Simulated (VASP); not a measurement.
# TiTe2 (P-3m1) in VASP: settings compared, part 2 of 2

VASP 6.6.1. The steps go on from the part before.

## Step 6: Electron localisation function, PBE

The input, INCAR:

```
ALGO = Normal
EDIFF = 1E-6
ENCUT = 520
GGA = PE
ISIF = 2
ISMEAR = 0
LASPH = True
LCHARG = True
LELF = True
LREAL = False
LWAVE = False
NELM = 80
PREC = Accurate
SIGMA = 0.02
```

The input, KPOINTS:

```
k-points
0
Gamma
  8 8 4
```

The input, POSCAR:

```
TiTe2
1.0
    3.7770000000      0.0000000000      0.0000000000
   -1.8885000000      3.2709779501      0.0000000000
    0.0000000000      0.0000000000      6.4980000000
Te Ti
2 1
Direct
    0.3333333333      0.6666666667      0.7372000000
    0.6666666667      0.3333333333      0.2628000000
    0.0000000000      0.0000000000      0.0000000000
```

Potentials or basis: VASP PAW PBE potentials, release 64 (Te, Ti_sv).

Launch:

```
$ cat potpaw_PBE.64/Te/POTCAR potpaw_PBE.64/Ti_sv/POTCAR > POTCAR
$ mpirun -np 1 vasp_std > vasp.out
```

OUTCAR:

```text
EDIFF = 1E-6
   ENCUT = 520
   GGA = PE
   ISIF = 2
   ISMEAR = 0
   LASPH = True
   LREAL = False
   NELM = 80
   PREC = Accurate

 ion  position               nearest neighbor table
   1  0.333  0.667  0.737-   3 2.77   3 2.77   3 2.77
   2  0.667  0.333  0.263-   3 2.77   3 2.77   3 2.77
   3  0.000  0.000  0.000-   1 2.77   2 2.77   2 2.77   1 2.77   2 2.77   1 2.77

  LATTYP: Found a hexagonal cell.
 ALAT       =     3.7770000000
[... 633 lines left out ...]
      3     -26.9399      2.00000
      4     -26.8791      2.00000
      5      -3.9106      2.00000
      6      -3.5614      2.00000
[... 8 lines left out ...]
     15       8.1348      0.00000
     16       8.8941      0.00000

 [... further k-points ...]
[... 5 lines left out ...]
  --------------------------------------------------------------------------------------
  -------------------------------------------------------------------------------------
  Total        0.3472044      0.3472044      0.6271653      0.0000000      0.0000000      0.0000000
  in kB        6.9293337      6.9293337     12.5166559      0.0000000      0.0000000      0.0000000
  external PRESSURE =       8.7917744 kB  Pullay stress =       0.0000000 kB

 VOLUME and BASIS-vectors are now :
 -----------------------------------------------------------------------------
  energy-cutoff  :      520.00
  volume of cell :       80.28
      direct lattice vectors                 reciprocal lattice vectors
     3.777000000  0.000000000  0.000000000     0.264760392  0.152859484  0.000000000
    -1.888500000  3.270977950  0.000000000     0.000000000  0.305718967  0.000000000
     0.000000000  0.000000000  6.498000000     0.000000000  0.000000000  0.153893506

 POSITION                                       TOTAL-FORCE (eV/Angst)
 -----------------------------------------------------------------------------------
     -0.00000      2.18065      4.79033         0.000000     -0.000000     -0.019314
      1.88850      1.09033      1.70767        -0.000000      0.000000      0.019314
      0.00000      0.00000      0.00000         0.000000      0.000000      0.000000
 -----------------------------------------------------------------------------------
    total drift:                                0.000000     -0.000000     -0.000000

  FREE ENERGIE OF THE ION-ELECTRON SYSTEM (eV)
  ---------------------------------------------------
  free  energy   TOTEN  =       -16.2091945549 eV

  energy  without entropy=      -16.2086187779  energy(sigma->0) =      -16.20890667
```

OSZICAR:

```text
N       E                     dE             d eps       ncg     rms          rms(c)
DAV:   1     0.175481117671E+03    0.17548E+03   -0.11013E+04  1120   0.139E+03
DAV:   2    -0.166878973925E+01   -0.17715E+03   -0.17560E+03  1248   0.334E+02
DAV:   3    -0.180321579396E+02   -0.16363E+02   -0.16017E+02  1944   0.909E+01
DAV:   4    -0.184363335302E+02   -0.40418E+00   -0.40389E+00  1312   0.151E+01
DAV:   5    -0.184584845896E+02   -0.22151E-01   -0.22149E-01  1800   0.304E+00    0.121E+01
DAV:   6    -0.186497845268E+02   -0.19130E+00   -0.54432E+01  1512   0.447E+01    0.151E+01
DAV:   7    -0.164612836240E+02    0.21885E+01   -0.42635E+01  1552   0.373E+01    0.519E+00
DAV:   8    -0.162105208726E+02    0.25076E+00   -0.18920E+00  1408   0.983E+00    0.195E+00
DAV:   9    -0.162344695864E+02   -0.23949E-01   -0.41097E-01  1520   0.417E+00    0.164E+00
DAV:  10    -0.162167693505E+02    0.17700E-01   -0.52254E-01  1424   0.492E+00    0.988E-01
DAV:  11    -0.162094197246E+02    0.73496E-02   -0.43913E-02  1408   0.155E+00    0.444E-01
DAV:  12    -0.162093961793E+02    0.23545E-04   -0.69871E-04  1288   0.217E-01    0.304E-01
DAV:  13    -0.162092141947E+02    0.18198E-03   -0.84021E-04  1648   0.191E-01    0.730E-02
DAV:  14    -0.162092006295E+02    0.13565E-04   -0.47537E-05  1408   0.503E-02    0.457E-02
DAV:  15    -0.162091967644E+02    0.38651E-05   -0.87486E-06  1352   0.206E-02    0.337E-02
DAV:  16    -0.162091943935E+02    0.23709E-05   -0.18851E-05  1408   0.298E-02    0.862E-03
DAV:  17    -0.162091945549E+02   -0.16140E-06   -0.49242E-07   584   0.683E-03
   1 F= -.16209195E+02 E0= -.16208907E+02  d E =-.575777E-03
```

stdout:

```text
POSCAR found type information on POSCAR TeTi
 POSCAR found :  2 types and       3 ions
 scaLAPACK will be used
 LDA part: xc-table for (Slater+PW92), standard interpolation
 POSCAR, INCAR and KPOINTS ok, starting setup
 FFT: planning ... GRIDC
 FFT: planning ... GRID_SOFT
 FFT: planning ... GRID
 WAVECAR not read
 entering main loop
```

It took 31 s on 1 thread of AMD EPYC 9R45 (Zen 5), shared host; peak memory 0.18 GiB.

What came out:

```yaml
Free_energy: -16.2092 eV
Pressure: 0.9 GPa
Largest_force: 0.019 eV/Å
Band_gap_on_the_k_mesh: none (metal or under the smearing width)
```

Forces in eV/Å, atoms in the order of the input:
```
Te   0.000  0.000 -0.019
Te   0.000  0.000  0.019
Ti   0.000  0.000  0.000
```

Caveat: this functional lacks dispersion, which binds the layers, so the pressure and a relaxed spacing across them are unreliable.

## Step 7: Summary

```csv
task,level,potentials or basis,k mesh,cutoff (eV),smearing,further INCAR settings,grid for exact exchange (PRECFOCK),exchange at q = 0,mesh quality,gap on the mesh (eV),pressure (GPa),largest force (eV/Å)
single point,LDA,"VASP PAW LDA potentials, release 64 (Te, Ti)",8 × 8 × 4,500,gaussian 0.05 eV,ALGO = Normal; EDIFF = 1e-06,-,-,not flagged,none,-4.5,0.34
single point,LDA,"VASP PAW LDA potentials, release 64 (Te, Ti)",8 × 8 × 4,500,gaussian 0.05 eV,ALGO = Normal; EDIFF = 1.00e-06,-,-,not flagged,none,-4.5,0.34
single point,PBEsol0,"VASP PAW PBE potentials, release 64 (Te, Ti_sv)",5 × 5 × 3,520,fermi-dirac 0.1 eV,ALGO = Normal; EDIFF = 1.00e-06,Normal,truncated,coarse,none,-3.0,0.44
atomic charges,PBE,"VASP PAW PBE potentials, release 64 (Te, Ti_sv)",8 × 8 × 4,520,gaussian 0.02 eV,ALGO = Normal; EDIFF = 1e-06,-,-,not flagged,none,0.9,0.02
electron localisation function,PBE,"VASP PAW PBE potentials, release 64 (Te, Ti_sv)",8 × 8 × 4,520,gaussian 0.02 eV,ALGO = Normal; EDIFF = 1e-06,-,-,not flagged,none,0.9,0.02
```

Alike in all rows: no spin polarisation; cell as given.

Caveats: some runs use coarse meshes; this functional lacks dispersion, which binds the layers, so the pressure and a relaxed spacing across them are unreliable (some runs); the PAW data sets were made with another functional, which shifts forces and pressure a little (some runs).

Absolute energies hang on the potentials; compare differences alone.
